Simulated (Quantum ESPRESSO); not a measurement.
# BP (F-43m) in Quantum ESPRESSO: notebook

The runs below take BP through single point, with PBE.

Program: Quantum ESPRESSO 7.5. These are calculated values, not measurements. Logs are shortened: lines on timing, memory, paths and dates and some standing lists are left out, and cuts for length are marked.

## Step 1: The crystal as given

The structure is cubic, space group F-43m (No. 216). The conventional cell has a = 4.538 Å, b = 4.538 Å, c = 4.538 Å, α = 90.00°, β = 90.00°, γ = 90.00°. P (site symmetry -43m) is surrounded by 4 B at 1.97 Å. B (site symmetry -43m) has 4 P at 1.97 Å as nearest neighbours.

## Step 2: Single point, PBE

pw.in

```
&CONTROL
  calculation = 'scf'
  prefix = 'pwscf'
  outdir = './tmp'
  pseudo_dir = './pseudo'
  tprnfor = .true.
  tstress = .true.
  disk_io = 'nowf'
/
&SYSTEM
  ibrav = 0
  nat = 2
  ntyp = 2
  ecutwfc = 70
  nbnd = 9
  occupations = 'smearing'
  smearing = 'fd'
  degauss = 0.00367493
/
&ELECTRONS
  conv_thr = 4d-10
  electron_maxstep = 120
  mixing_beta = 0.5
/
ATOMIC_SPECIES
P     30.9738 P_ONCV_PBE-1.2.upf
B     10.8100 B_ONCV_PBE-1.2.upf
CELL_PARAMETERS angstrom
   0.0000000000    2.2690000000    2.2690000000
   2.2690000000    0.0000000000    2.2690000000
   2.2690000000    2.2690000000    0.0000000000
ATOMIC_POSITIONS crystal
P      0.7500000000    0.7500000000    0.7500000000
B      0.0000000000    0.0000000000    0.0000000000
K_POINTS automatic
6 6 6 0 0 0
```

Potentials or basis: SG15 PBE 1.2.

The run is started by

```console
$ OMP_NUM_THREADS=2 pw.x -in pw.in > pw.out
```

pw.out:

```text
This program is part of the open-source Quantum ESPRESSO suite
     for quantum simulation of materials; please cite
         "P. Giannozzi et al., J. Phys.:Condens. Matter 21 395502 (2009);
         "P. Giannozzi et al., J. Phys.:Condens. Matter 29 465901 (2017);
         "P. Giannozzi et al., J. Chem. Phys. 152 154105 (2020);
     in publications or presentations arising from this work. More details at

     Message from routine setup:
     using ibrav=0 with symmetry is DISCOURAGED, use correct ibrav instead

     G-vector sticks info
     --------------------
     sticks:   dense  smooth     PW     G-vecs:    dense   smooth      PW
     Sum         703     703    211                12387    12387    2109

     Using Slab Decomposition

     bravais-lattice index     =            0
     lattice parameter (alat)  =       6.0638  a.u.
     unit-cell volume          =     157.6631 (a.u.)^3
     number of atoms/cell      =            2
     number of atomic types    =            2
     number of electrons       =         8.00
     number of Kohn-Sham states=            9
     kinetic-energy cutoff     =      70.0000  Ry
     charge density cutoff     =     280.0000  Ry
     scf convergence threshold =      4.0E-10
     mixing beta               =       0.5000
     number of iterations used =            8  plain     mixing
     Exchange-correlation= PBE
                           (   1   4   3   4   0   0   0)

     celldm(1)=   6.063849  celldm(2)=   0.000000  celldm(3)=   0.000000
     celldm(4)=   0.000000  celldm(5)=   0.000000  celldm(6)=   0.000000

     crystal axes: (cart. coord. in units of alat)
               a(1) = (   0.000000   0.707107   0.707107 )
               a(2) = (   0.707107   0.000000   0.707107 )
               a(3) = (   0.707107   0.707107   0.000000 )

     reciprocal axes: (cart. coord. in units 2 pi/alat)
               b(1) = ( -0.707107  0.707107  0.707107 )
               b(2) = (  0.707107 -0.707107  0.707107 )
               b(3) = (  0.707107  0.707107 -0.707107 )

     PseudoPot. # 1 for P  read from file:
     P_ONCV_PBE-1.2.upf
     Pseudo is Norm-conserving, Zval =  5.0
     Generated using ONCVPSP code by D. R. Hamann
     Using radial grid of  602 points,  4 beta functions with:
                l(1) =   0
                l(2) =   0
                l(3) =   1
                l(4) =   1

     PseudoPot. # 2 for B  read from file:
     B_ONCV_PBE-1.2.upf
     Pseudo is Norm-conserving, Zval =  3.0
     Generated using ONCVPSP code by D. R. Hamann
     Using radial grid of  602 points,  4 beta functions with:
                l(1) =   0
                l(2) =   0
                l(3) =   1
                l(4) =   1

     atomic species   valence    mass     pseudopotential
     P                 5.00    30.97380     P ( 1.00)
     B                 3.00    10.81000     B ( 1.00)

     24 Sym. Ops. (no inversion) found

   Cartesian axes

     site n.     atom                  positions (alat units)
         1        P      tau(   1) = (   1.0606602   1.0606602   1.0606602  )
         2        B      tau(   2) = (   0.0000000   0.0000000   0.0000000  )

     number of k points=    16  Fermi-Dirac smearing, width (Ry)=  0.0037
                       cart. coord. in units 2pi/alat
        k(    1) = (   0.0000000   0.0000000   0.0000000), wk =   0.0092593
        k(    2) = (   0.1178511   0.1178511  -0.1178511), wk =   0.0740741
        k(    3) = (   0.2357023   0.2357023  -0.2357023), wk =   0.0740741
        k(    4) = (  -0.3535534  -0.3535534   0.3535534), wk =   0.0370370
        k(    5) = (   0.2357023   0.0000000  -0.0000000), wk =   0.0555556
        k(    6) = (   0.3535534   0.1178511  -0.1178511), wk =   0.2222222
        k(    7) = (  -0.2357023  -0.4714045   0.4714045), wk =   0.2222222
        k(    8) = (  -0.1178511  -0.3535534   0.3535534), wk =   0.2222222
        k(    9) = (   0.0000000  -0.2357023   0.2357023), wk =   0.1111111
        k(   10) = (   0.4714045   0.0000000  -0.0000000), wk =   0.0555556
        k(   11) = (  -0.1178511  -0.5892557   0.5892557), wk =   0.2222222
        k(   12) = (  -0.0000000  -0.4714045   0.4714045), wk =   0.1111111
        k(   13) = (  -0.7071068   0.0000000   0.0000000), wk =   0.0277778
        k(   14) = (  -0.2357023  -0.4714045   0.7071068), wk =   0.2222222
        k(   15) = (  -0.1178511  -0.3535534   0.5892557), wk =   0.2222222
        k(   16) = (  -0.7071068   0.2357023   0.0000000), wk =   0.1111111

     Dense  grid:    12387 G-vectors     FFT dimensions: (  36,  36,  36)

     Initial potential from superposition of free atoms

     starting charge       7.9605, renormalised to       8.0000
     Starting wfcs are random

     Self-consistent Calculation

     iteration #  1     ecut=    70.00 Ry     beta= 0.50
     Davidson diagonalization with overlap
     ethr =  1.00E-02,  avg # of iterations =  9.1

     total energy              =     -18.90458692 Ry
     estimated scf accuracy    <       0.15382548 Ry

     iteration #  2     ecut=    70.00 Ry     beta= 0.50
     Davidson diagonalization with overlap
     ethr =  1.92E-03,  avg # of iterations =  1.0

     total energy              =     -18.92474664 Ry
     estimated scf accuracy    <       0.00975454 Ry

     iteration #  3     ecut=    70.00 Ry     beta= 0.50
     Davidson diagonalization with overlap
     ethr =  1.22E-04,  avg # of iterations =  2.5

     total energy              =     -18.92543522 Ry
     estimated scf accuracy    <       0.00150298 Ry

     iteration #  4     ecut=    70.00 Ry     beta= 0.50
     Davidson diagonalization with overlap
     ethr =  1.88E-05,  avg # of iterations =  4.7

     total energy              =     -18.92560407 Ry
     estimated scf accuracy    <       0.00002666 Ry

     iteration #  5     ecut=    70.00 Ry     beta= 0.50
     Davidson diagonalization with overlap
     ethr =  3.33E-07,  avg # of iterations =  3.1

     total energy              =     -18.92561635 Ry
     estimated scf accuracy    <       0.00000335 Ry

     iteration #  6     ecut=    70.00 Ry     beta= 0.50
     Davidson diagonalization with overlap
     ethr =  4.19E-08,  avg # of iterations =  2.0

     total energy              =     -18.92561696 Ry
     estimated scf accuracy    <       0.00000002 Ry

     iteration #  7     ecut=    70.00 Ry     beta= 0.50
     Davidson diagonalization with overlap
     ethr =  2.66E-10,  avg # of iterations =  3.9

     total energy              =     -18.92561699 Ry
     estimated scf accuracy    <          2.1E-09 Ry

     iteration #  8     ecut=    70.00 Ry     beta= 0.50
     Davidson diagonalization with overlap
     ethr =  2.66E-11,  avg # of iterations =  2.0

     End of self-consistent calculation

          k = 0.0000 0.0000 0.0000 (  1471 PWs)   bands (ev):

    -6.2106   9.2305   9.2305   9.2305  12.6545  12.6545  12.6545  16.5939
    20.7598

          k = 0.1179 0.1179-0.1179 (  1537 PWs)   bands (ev):

    -5.7133   6.4046   8.5679   8.5679  13.2658  13.5547  13.5547  17.8741
    20.1891

          k = 0.2357 0.2357-0.2357 (  1540 PWs)   bands (ev):

    -4.2978   2.5141   7.7646   7.7646  13.1456  14.1116  14.1116  19.3203
    21.1204

          k =-0.3536-0.3536 0.3536 (  1538 PWs)   bands (ev):

    -2.8903   0.2135   7.4746   7.4746  13.0303  13.9716  13.9716  19.3543
    23.7828

          k = 0.2357 0.0000-0.0000 (  1531 PWs)   bands (ev):

    -5.5465   7.3015   7.5044   7.5044  11.6937  15.0995  15.0995  16.1479
    19.8772

          k = 0.3536 0.1179-0.1179 (  1560 PWs)   bands (ev):

    -4.4242   3.9264   6.7071   6.7118  12.1959  15.4599  15.8719  16.1784
    21.7450

          k =-0.2357-0.4714 0.4714 (  1567 PWs)   bands (ev):

    -2.7382   0.9083   5.6575   6.6578  12.5493  15.6008  15.7000  18.1735
    21.7651

          k =-0.1179-0.3536 0.3536 (  1557 PWs)   bands (ev):

    -3.2873   1.7499   5.2104   7.3405  13.2002  15.0579  15.5457  19.0772
    20.2189

          k = 0.0000-0.2357 0.2357 (  1558 PWs)   bands (ev):

    -4.9024   4.9270   5.8807   8.3934  13.8765  13.9817  15.0036  17.5349
    18.7451

          k = 0.4714 0.0000-0.0000 (  1580 PWs)   bands (ev):

    -3.6235   3.6449   5.7460   5.7460  10.6426  12.5773  18.8239  18.8239
    22.8220

          k =-0.1179-0.5893 0.5893 (  1567 PWs)   bands (ev):

    -2.1078   1.6909   4.0717   5.5484  11.1844  13.4135  19.2050  19.4260
    22.9413

          k =-0.0000-0.4714 0.4714 (  1568 PWs)   bands (ev):

    -1.7949   1.4157   2.9147   6.1798  11.9038  17.4589  17.7706  19.0076
    19.6101

          k =-0.7071 0.0000 0.0000 (  1588 PWs)   bands (ev):

    -1.3653   0.6692   5.1213   5.1213  10.6025  10.9204  21.2965  21.2965
    24.3805

          k =-0.2357-0.4714 0.7071 (  1564 PWs)   bands (ev):

    -3.0766   2.7187   4.2373   5.9753  13.2518  14.7993  15.7169  18.7312
    21.9043

          k =-0.1179-0.3536 0.5893 (  1566 PWs)   bands (ev):

    -1.7768   1.1321   3.7429   5.2653  13.7551  14.9651  17.8221  18.4073
    19.7058

          k =-0.7071 0.2357 0.0000 (  1558 PWs)   bands (ev):

    -1.1664   1.0286   3.9431   4.0638  13.0846  13.7035  18.3534  19.0016
    22.1046

     the Fermi energy is     9.9004 ev

!    total energy              =     -18.92561699 Ry
     estimated scf accuracy    <          3.6E-11 Ry
     smearing contrib. (-TS)   =      -0.00000000 Ry
     internal energy E=F+TS    =     -18.92561699 Ry

     The total energy is F=E-TS. E is the sum of the following terms:
     one-electron contribution =       6.43777332 Ry
     hartree contribution      =       1.26555050 Ry
     xc contribution           =      -5.64570127 Ry
     ewald contribution        =     -20.98323954 Ry

     convergence has been achieved in   8 iterations

     Forces acting on atoms (cartesian axes, Ry/au):

     atom    1 type  1   force =     0.00000000    0.00000000    0.00000000
     atom    2 type  2   force =    -0.00000000   -0.00000000    0.00000000

     Total force =     0.000000     Total SCF correction =     0.000000

     Computing stress (Cartesian axis) and pressure

          total   stress  (Ry/bohr**3)                   (kbar)     P=        4.66
   0.00003171  -0.00000000   0.00000000            4.66       -0.00        0.00
  -0.00000000   0.00003171   0.00000000           -0.00        4.66        0.00
   0.00000000   0.00000000   0.00003171            0.00        0.00        4.66

=------------------------------------------------------------------------------=
   JOB DONE.
=------------------------------------------------------------------------------=
```

Run time: 14 s. Hardware: 2 threads of Intel Xeon at 2.70GHz, shared host; peak memory 0.04 GiB.

Results:

* Free energy: -257.4961 eV
* Pressure: 0.5 GPa
* Band gap on the k mesh: 1.37 eV, indirect (least direct gap 3.42 eV)

Levels at points of the mesh, in eV from the valence-band top:
```tsv
k point	band 1	band 2	band 3	band 4	band 5	band 6	band 7	band 8	band 9
(0.00, 0.00, 0.00)	-15.44	0.00	0.00	0.00	3.42	3.42	3.42	7.36	11.53
(0.00, 0.00, -0.50)	-12.12	-9.02	-1.76	-1.76	3.80	4.74	4.74	10.12	14.55
(0.00, -0.50, -0.50)	-10.60	-8.56	-4.11	-4.11	1.37	1.69	12.07	12.07	15.15
```

## Step 3: Single point, PBE

pw.in: that of step 2 with these lines changed.

```diff
@@ -35,2 +35,2 @@
 K_POINTS automatic
-6 6 6 0 0 0
+8 8 8 0 0 0
```

Potentials or basis: SG15 PBE 1.2.

The run is started by

```console
$ OMP_NUM_THREADS=2 pw.x -in pw.in > pw.out
```

pw.out:

```text
This program is part of the open-source Quantum ESPRESSO suite
     for quantum simulation of materials; please cite
         "P. Giannozzi et al., J. Phys.:Condens. Matter 21 395502 (2009);
         "P. Giannozzi et al., J. Phys.:Condens. Matter 29 465901 (2017);
         "P. Giannozzi et al., J. Chem. Phys. 152 154105 (2020);
     in publications or presentations arising from this work. More details at

     Message from routine setup:
     using ibrav=0 with symmetry is DISCOURAGED, use correct ibrav instead

     G-vector sticks info
     --------------------
     sticks:   dense  smooth     PW     G-vecs:    dense   smooth      PW
     Sum         703     703    211                12387    12387    2109

     Using Slab Decomposition

     bravais-lattice index     =            0
     lattice parameter (alat)  =       6.0638  a.u.
     unit-cell volume          =     157.6631 (a.u.)^3
     number of atoms/cell      =            2
     number of atomic types    =            2
     number of electrons       =         8.00
     number of Kohn-Sham states=            9
     kinetic-energy cutoff     =      70.0000  Ry
     charge density cutoff     =     280.0000  Ry
     scf convergence threshold =      4.0E-10
     mixing beta               =       0.5000
     number of iterations used =            8  plain     mixing
     Exchange-correlation= PBE
                           (   1   4   3   4   0   0   0)

     celldm(1)=   6.063849  celldm(2)=   0.000000  celldm(3)=   0.000000
     celldm(4)=   0.000000  celldm(5)=   0.000000  celldm(6)=   0.000000

     crystal axes: (cart. coord. in units of alat)
               a(1) = (   0.000000   0.707107   0.707107 )
               a(2) = (   0.707107   0.000000   0.707107 )
               a(3) = (   0.707107   0.707107   0.000000 )

     reciprocal axes: (cart. coord. in units 2 pi/alat)
               b(1) = ( -0.707107  0.707107  0.707107 )
               b(2) = (  0.707107 -0.707107  0.707107 )
               b(3) = (  0.707107  0.707107 -0.707107 )

     PseudoPot. # 1 for P  read from file:
     P_ONCV_PBE-1.2.upf
     Pseudo is Norm-conserving, Zval =  5.0
     Generated using ONCVPSP code by D. R. Hamann
     Using radial grid of  602 points,  4 beta functions with:
                l(1) =   0
                l(2) =   0
                l(3) =   1
                l(4) =   1

     PseudoPot. # 2 for B  read from file:
     B_ONCV_PBE-1.2.upf
     Pseudo is Norm-conserving, Zval =  3.0
     Generated using ONCVPSP code by D. R. Hamann
     Using radial grid of  602 points,  4 beta functions with:
                l(1) =   0
                l(2) =   0
                l(3) =   1
                l(4) =   1

     atomic species   valence    mass     pseudopotential
     P                 5.00    30.97380     P ( 1.00)
     B                 3.00    10.81000     B ( 1.00)

     24 Sym. Ops. (no inversion) found

   Cartesian axes

     site n.     atom                  positions (alat units)
         1        P      tau(   1) = (   1.0606602   1.0606602   1.0606602  )
         2        B      tau(   2) = (   0.0000000   0.0000000   0.0000000  )

     number of k points=    29  Fermi-Dirac smearing, width (Ry)=  0.0037
                       cart. coord. in units 2pi/alat
        k(    1) = (   0.0000000   0.0000000   0.0000000), wk =   0.0039062
        k(    2) = (   0.0883883   0.0883883  -0.0883883), wk =   0.0312500
        k(    3) = (   0.1767767   0.1767767  -0.1767767), wk =   0.0312500
        k(    4) = (   0.2651650   0.2651650  -0.2651650), wk =   0.0312500
        k(    5) = (  -0.3535534  -0.3535534   0.3535534), wk =   0.0156250
        k(    6) = (   0.1767767   0.0000000   0.0000000), wk =   0.0234375
[... 21 lines left out ...]
        k(   28) = (  -0.7071068   0.1767767  -0.0000000), wk =   0.0468750
        k(   29) = (  -0.7071068   0.3535534   0.0000000), wk =   0.0234375

     Dense  grid:    12387 G-vectors     FFT dimensions: (  36,  36,  36)

     Initial potential from superposition of free atoms

     starting charge       7.9605, renormalised to       8.0000
     Starting wfcs are random

     Self-consistent Calculation

     iteration #  1     ecut=    70.00 Ry     beta= 0.50
     Davidson diagonalization with overlap
     ethr =  1.00E-02,  avg # of iterations =  8.4

     total energy              =     -18.90546495 Ry
     estimated scf accuracy    <       0.15363572 Ry
[... 43 lines left out ...]
     iteration #  8     ecut=    70.00 Ry     beta= 0.50
     Davidson diagonalization with overlap
     ethr =  4.67E-11,  avg # of iterations =  1.8

     End of self-consistent calculation

          k = 0.0000 0.0000 0.0000 (  1471 PWs)   bands (ev):

    -6.2139   9.2255   9.2255   9.2255  12.6517  12.6517  12.6517  16.5886
    20.7562
[... 93 lines left out ...]
    -1.3717   1.0830   3.0171   5.7283  11.4078  15.2454  18.9451  19.8296
    20.8400

          k =-0.7071 0.0000 0.0000 (  1588 PWs)   bands (ev):

    -1.3690   0.6653   5.1175   5.1175  10.6000  10.9176  21.2920  21.2920
    24.3745

          k = 0.3536 0.1768 0.0000 (  1558 PWs)   bands (ev):
[... 26 lines left out ...]
    -1.9853   1.6639   3.2212   5.5465  13.4395  15.7577  16.9428  18.9925
    19.8316

          k =-0.7071 0.1768-0.0000 (  1568 PWs)   bands (ev):

    -1.2402   0.8875   4.3092   4.3750  12.1445  12.6213  19.4476  20.2137
    22.3517

          k =-0.7071 0.3536 0.0000 (  1564 PWs)   bands (ev):

    -1.0955   1.1902   3.5672   3.7676  14.5678  16.0345  16.4564  16.7082
    22.0030

     the Fermi energy is     9.8573 ev

!    total energy              =     -18.92671299 Ry
     estimated scf accuracy    <          3.0E-11 Ry
     smearing contrib. (-TS)   =      -0.00000000 Ry
     internal energy E=F+TS    =     -18.92671299 Ry

     The total energy is F=E-TS. E is the sum of the following terms:
     one-electron contribution =       6.43815256 Ry
     hartree contribution      =       1.26302519 Ry
     xc contribution           =      -5.64465120 Ry
     ewald contribution        =     -20.98323954 Ry

     convergence has been achieved in   8 iterations

     Forces acting on atoms (cartesian axes, Ry/au):

     atom    1 type  1   force =    -0.00000000   -0.00000000    0.00000000
     atom    2 type  2   force =     0.00000000    0.00000000    0.00000000

     Total force =     0.000000     Total SCF correction =     0.000000

     Computing stress (Cartesian axis) and pressure

          total   stress  (Ry/bohr**3)                   (kbar)     P=        3.61
   0.00002452  -0.00000000  -0.00000000            3.61       -0.00       -0.00
  -0.00000000   0.00002452   0.00000000           -0.00        3.61        0.00
   0.00000000   0.00000000   0.00002452            0.00        0.00        3.61

=------------------------------------------------------------------------------=
   JOB DONE.
=------------------------------------------------------------------------------=
```

It took 25 s on 2 threads of Intel Xeon at 2.70GHz, shared host; peak memory 0.05 GiB.

Results:

```
Free energy            : -257.5110 eV
Pressure               : 0.4 GPa
Band gap on the k mesh : 1.30 eV, indirect (least direct gap 3.43 eV)
```

Levels at points of the mesh, in eV from the valence-band top:
```csv
k point,band 1,band 2,band 3,band 4,band 5,band 6,band 7,band 8
"(0.00, 0.00, 0.00)",-15.44,0.00,0.00,0.00,3.43,3.43,3.43,7.36
"(0.00, 0.00, -0.50)",-12.12,-9.02,-1.76,-1.76,3.80,4.74,4.74,10.13
"(0.00, -0.50, -0.50)",-10.59,-8.56,-4.11,-4.11,1.37,1.69,12.07,12.07
```
